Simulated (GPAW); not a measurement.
# Au: band structure with PBEsol+D3(BJ)+ATM

Crystal: Au.

```
Au
1.0
     0.00000    2.03500    2.03500
     2.03500    0.00000    2.03500
     2.03500    2.03500    0.00000
Au
1
Direct
  0.00000 0.00000 0.00000
```

```
Program             : GPAW 26.7.0
Task                : band structure
Functional          : PBEsol
Dispersion          : D3(BJ)+ATM
Potentials or basis : PAW data sets generated in the run's folder for this functional
Basis               : lcao:dzp
Grid spacing        : 0.16 Å
k mesh              : 11 × 11 × 11
Occupations         : fermi-dirac, width 0.05 eV
Spin                : no spin polarisation
Maxiter             : 150
Band path           : GXWKGLUWLK,UX
Band points         : 100
```

* Band gap along the path: none (metal or under the smearing width)
* Dispersion energy per atom: -0.552 eV

Levels at the corners of the path, in eV from the Fermi level:
```csv
point,band 1,band 2,band 3,band 4,band 5,band 6,band 7
Γ,-10.38,-5.05,-5.05,-5.05,-3.50,-3.50,27.90
X,-7.49,-7.16,-2.31,-1.93,-1.93,5.60,5.60
W,-6.35,-5.47,-5.47,-3.64,-1.93,4.70,8.50
K,-6.86,-6.18,-4.12,-3.19,-2.39,4.25,5.40
Γ,-10.38,-5.05,-5.05,-5.05,-3.50,-3.50,27.90
L,-7.75,-5.09,-5.09,-2.26,-2.26,2.84,4.15
U,-6.86,-6.18,-4.12,-3.19,-2.39,4.25,5.40
W,-6.35,-5.47,-5.47,-3.64,-1.93,4.70,8.50
L,-7.75,-5.09,-5.09,-2.26,-2.26,2.84,4.15
K,-6.86,-6.18,-4.12,-3.19,-2.39,4.25,5.40
U,-6.86,-6.18,-4.12,-3.19,-2.39,4.25,5.40
X,-7.49,-7.16,-2.31,-1.93,-1.93,5.60,5.60
```

Run time: 56 s on 1 thread of Arm Neoverse V2, with other jobs on the host, peak memory 0.17 GiB.

Caveat: spin-orbit coupling is left out, which moves the levels of the heavy elements; the basis of atomic orbitals isn't converged, which shifts pressures, moduli and gaps.
